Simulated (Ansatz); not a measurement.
The reference is LaAlO3 in the cubic perovskite structure (space group Pm-3m, No. 221; a = 3.8124 Å).

Method: Ansatz (an electronic-structure program) PBE, no spin-orbit coupling.

One change was made to it. Results:

```tsv
quantity	base	after
width of the top valence band	1.05 eV	1.38 eV
band gap	3.50 eV	3.71 eV
volume per atom	11.08 Å³	9.04 Å³
electron mass (degenerate bands, along [100])	0.50, 0.71 mₑ (at Γ)	0.40, 0.57 mₑ (at Γ)
```

Which of these changes matches the shifts?
A. pressure 60 GPa
B. pressure −1 GPa
C. pressure 4.2 GPa

A, pressure 60 GPa. For comparison, the band gap in the other runs: pressure −1 GPa gives 3.49 eV; pressure 4.2 GPa gives 3.54 eV.

Load acts through the strain it causes; cell and atoms are relaxed under it. Effective masses come from finite differences of ±0.01 Å⁻¹. No phonon test of stability was made. No other phases were tried under pressure. Many cubic perovskites are stable only at high temperature; tilts and polar distortions were not tested.
